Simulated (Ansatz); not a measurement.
Runs of Ansatz 0.2.0 on PtS2. The structure is trigonal, space group P-3m1 (No. 164). The conventional cell has a = 3.543 Å, b = 3.543 Å, c = 5.039 Å, α = 90.00°, β = 90.00°, γ = 120.00°. Pt (site symmetry -3m) has 6 S at 2.34 Å as nearest neighbours. Around S (site symmetry 3m) lie 3 Pt at 2.34 Å. 

```csv
task,potentials or basis,spin,cell,k mesh,cutoff (eV),gap on the mesh (eV),pressure (GPa),largest force (eV/Å)
relaxation of cell and atoms,"all-electron LAPW, scalar-relativistic",off,relaxed to 10 GPa,9 × 9 × 5,-,-,10.0,-
relaxation of cell and atoms,"all-electron LAPW, scalar-relativistic",off,relaxed to 5 GPa,9 × 9 × 5,-,-,5.0,-
band structure,"all-electron LAPW, scalar-relativistic",off,as given,7 × 7 × 4,274,(a),6.4,0.95
relaxation of cell and atoms,"all-electron LAPW, scalar-relativistic",off,relaxed to 20 GPa,9 × 9 × 5,-,-,20.0,-
relaxation of cell and atoms,"all-electron LAPW, scalar-relativistic",off,relaxed to 30 GPa,9 × 9 × 5,-,-,30.0,-
band structure,"all-electron LAPW, relativistic spinors","SOC, no magnetisation",as given,7 × 7 × 4,274,0.82,6.4,0.97
relaxation of cell and atoms,"all-electron LAPW, scalar-relativistic",off,relaxed,9 × 9 × 5,-,-,0.0,-
```

Alike in all rows: level PBEsol; smearing fermi-dirac 0.05 eV; basis error allowed 0.002 eV/atom.

Fill in the values left out.

(a) 0.77.

Caveats: spin-orbit coupling is left out, which moves the levels of the heavy elements (some runs).

A k mesh can miss the band edges, and rows without SOC leave out spin-orbit coupling on Pt.
